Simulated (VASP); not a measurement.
Output of a VASP run:

File OSZICAR:
```
...
DAV:   1    -0.657836251888E+01   -0.10343E+01   -0.16875E+01   240   0.239E+01    0.450E+00
DAV:   2    -0.585513260339E+01    0.72323E+00   -0.10083E+00   240   0.570E+00    0.178E+00
DAV:   3    -0.566472766031E+01    0.19040E+00   -0.59944E-01   240   0.414E+00    0.113E+00
DAV:   4    -0.566260431742E+01    0.21233E-02   -0.11790E-02   272   0.725E-01    0.544E-01
DAV:   5    -0.566182696081E+01    0.77736E-03   -0.49497E-03   280   0.403E-01    0.178E-01
DAV:   6    -0.566183561568E+01   -0.86549E-05   -0.22074E-04   272   0.963E-02    0.716E-02
DAV:   7    -0.566184953351E+01   -0.13918E-04   -0.32564E-05   268   0.378E-02    0.155E-02
DAV:   8    -0.566185004754E+01   -0.51403E-06   -0.26599E-06   276   0.969E-03
   2 F= -.56618500E+01 E0= -.56618500E+01  d E =-.117739E+00
       N       E                     dE             d eps       ncg     rms          rms(c)
DAV:   1    -0.777581820530E+01   -0.21140E+01   -0.37867E+01   240   0.370E+01    0.696E+00
DAV:   2    -0.620876895619E+01    0.15670E+01   -0.20515E+00   244   0.847E+00    0.274E+00
DAV:   3    -0.577297153713E+01    0.43580E+00   -0.13685E+00   240   0.638E+00    0.187E+00
DAV:   4    -0.577018489941E+01    0.27866E-02   -0.29328E-02   272   0.114E+00    0.686E-01
DAV:   5    -0.576796015058E+01    0.22247E-02   -0.13230E-02   276   0.665E-01    0.245E-01
DAV:   6    -0.576792979652E+01    0.30354E-04   -0.60579E-04   272   0.157E-01    0.126E-01
DAV:   7    -0.576794355713E+01   -0.13761E-04   -0.73331E-05   264   0.574E-02    0.314E-02
DAV:   8    -0.576794140017E+01    0.21570E-05   -0.73169E-06   264   0.155E-02    0.834E-03
DAV:   9    -0.576794131047E+01    0.89707E-07   -0.64756E-07   176   0.603E-03
   3 F= -.57679413E+01 E0= -.57679413E+01  d E =-.223830E+00
       N       E                     dE             d eps       ncg     rms          rms(c)
DAV:   1    -0.621363081045E+01   -0.44569E+00   -0.82319E+00   240   0.170E+01    0.311E+00
DAV:   2    -0.587184208725E+01    0.34179E+00   -0.45061E-01   244   0.402E+00    0.128E+00
DAV:   3    -0.577524213154E+01    0.96600E-01   -0.30346E-01   240   0.306E+00    0.762E-01
DAV:   4    -0.577475209859E+01    0.49003E-03   -0.44543E-03   256   0.465E-01    0.459E-01
DAV:   5    -0.577442898351E+01    0.32312E-03   -0.20701E-03   284   0.270E-01    0.103E-01
DAV:   6    -0.577441594722E+01    0.13036E-04   -0.16458E-04   256   0.803E-02    0.236E-02
DAV:   7    -0.577441873977E+01   -0.27925E-05   -0.91381E-06   280   0.210E-02    0.792E-03
DAV:   8    -0.577441906714E+01   -0.32737E-06   -0.34637E-07   148   0.453E-03
   4 F= -.57744191E+01 E0= -.57744191E+01  d E =-.230308E+00
       N       E                     dE             d eps       ncg     rms          rms(c)
DAV:   1    -0.582708179453E+01   -0.52663E-01   -0.93773E-01   244   0.559E+00    0.102E+00
DAV:   2    -0.578744868123E+01    0.39633E-01   -0.54052E-02   244   0.138E+00    0.434E-01
DAV:   3    -0.577629252121E+01    0.11156E-01   -0.35144E-02   244   0.104E+00    0.250E-01
DAV:   4    -0.577625712028E+01    0.35401E-04   -0.37147E-04   244   0.136E-01    0.221E-01
DAV:   5    -0.577618273313E+01    0.74387E-04   -0.29772E-04   272   0.103E-01    0.219E-02
DAV:   6    -0.577617250337E+01    0.10230E-04   -0.32520E-05   248   0.337E-02    0.185E-02
DAV:   7    -0.577616991612E+01    0.25873E-05   -0.50687E-06   272   0.151E-02    0.295E-02
DAV:   8    -0.577617045835E+01   -0.54223E-06   -0.81040E-07   152   0.592E-03
   5 F= -.57761705E+01 E0= -.57761705E+01  d E =-.232059E+00
```

OUTCAR:
```
------------------------ aborting loop because EDIFF is reached ----------------------------------------
  FORCE on cell =-STRESS in cart. coord.  units (eV):
  Direction    XX          YY          ZZ          XY          YZ          ZX
  --------------------------------------------------------------------------------------
  Total       -0.0179350     -0.0179350     -0.0179350      0.0000000      0.0000000     -0.0000000
  in kB       -0.3118087     -0.3118087     -0.3118087      0.0000000      0.0000000     -0.0000000
  external PRESSURE =      -0.3118087 kB  Pullay stress =       0.0000000 kB
  volume of cell :       92.16
      direct lattice vectors                 reciprocal lattice vectors
     4.516911098 -0.000000000 -0.000000000     0.221390233  0.000000000 -0.000000000
    -0.000000000  4.516911098  0.000000000     0.000000000  0.221390233  0.000000000
     0.000000000 -0.000000000  4.516911098     0.000000000 -0.000000000  0.221390233
 POSITION                                       TOTAL-FORCE (eV/Angst)
 -----------------------------------------------------------------------------------
      0.00000      0.00000      0.00000         0.000000      0.000000      0.000000
      2.25846      2.25846      2.25846        -0.000000     -0.000000      0.000000
 -----------------------------------------------------------------------------------
    total drift:                                0.000000      0.000000     -0.000000
  FREE ENERGIE OF THE ION-ELECTRON SYSTEM (eV)
  ---------------------------------------------------
  free  energy   TOTEN  =        -5.7761704584 eV

  energy  without entropy=       -5.7761704583  energy(sigma->0) =       -5.77617046

 reached required accuracy - stopping structural energy minimisation
```
(Selected blocks of OUTCAR.)

POSCAR:
```
CsI
1
    4.9790000000     0.0000000000     0.0000000000
    0.0000000000     4.9790000000     0.0000000000
    0.0000000000     0.0000000000     4.9790000000
Cs I
1 1
Direct
  0.0000000000   0.0000000000   0.0000000000
  0.5000000000   0.5000000000   0.5000000000
```

Problem. Reconstruct the remaining input files.

Solution. Several could match; the one computed here: the input of the run itself, PBEsol GGA, plane waves, VASP's PBE PAW potentials (set 64).

KPOINTS:
```
Automatic mesh
0
Gamma
5 5 5
0 0 0
```

### INCAR
```
# general
SYSTEM  = CsI
PREC    = Accurate
ENCUT   = 400
LREAL   = .FALSE.   # projection in real space or not
LASPH   = .TRUE.   # aspherical one-centre terms

# electronic loop
EDIFF   = 1E-6
NELM    = 100   # most electronic steps
ALGO    = Normal
LMAXMIX = 4

# smearing
ISMEAR  = 0
SIGMA   = 0.05   # width (eV)

# functional
GGA     = PS   # PBEsol

# ions
IBRION  = 2   # conjugate gradients
NSW     = 60   # most ionic steps
ISIF    = 3   # ions, shape and volume
EDIFFG  = -0.01   # ionic stop

# output
LWAVE   = .FALSE.
LCHARG  = .FALSE.
```

POTCAR, in this order: Cs_sv I (PBE.64 set). Program: vasp_std.

Energy and stress use the plane-wave basis of the starting cell.

The structure was generated: CsI was put into the CsCl type type (Pm-3m), which need not be its known phase. This run relaxes it. Symmetry was kept, so distortions that lower it aren't found.
